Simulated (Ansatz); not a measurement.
Crystal: C.

```
CELL_PARAMETERS angstrom
2.52210 0.00000 0.00000
-1.26105 2.18420 0.00000
0.00000 0.00000 12.35570
ATOMIC_POSITIONS crystal
C 0.66667 0.33333 0.35417
C 0.33333 0.66667 0.85417
C 0.66667 0.33333 0.14583
C 0.33333 0.66667 0.64583
C 0.66667 0.33333 0.47917
C 0.33333 0.66667 0.97917
C 0.66667 0.33333 0.02083
C 0.33333 0.66667 0.52083
C 0.00000 0.00000 0.81250
C 0.00000 0.00000 0.31250
C 0.00000 0.00000 0.68750
C 0.00000 0.00000 0.18750
```

This is a hexagonal form of diamond, not graphite.

Base run:

```yaml
Program: Ansatz 0.2.0
Functional: LDA
Potentials_or_basis: Ansatz PAW
Cutoff: "420 eV (not typed: the program's choice for these potentials)"
k_mesh: 12 × 12 × 3
Occupations: fermi-dirac, width 0.05 eV
Spin: no spin polarisation
```

Its results: band gap on the k mesh 4.36 eV, indirect (least direct gap 5.25 eV); pressure -12.8 GPa; largest force 0.337 eV/Å.

Problem. The run is repeated on the same cell with these changes: functional from LDA to revPBE. What comes out?

Solution. Band gap on the k mesh 4.38 eV, indirect (least direct gap 5.31 eV); pressure 6.7 GPa; largest force 0.330 eV/Å.

revPBE binds less tightly than LDA, so the same cell stands under more pressure.

Caveats: the PAW data sets come from PBE, with cores solved anew for the run's functional, which leaves a small shift of forces and pressure.
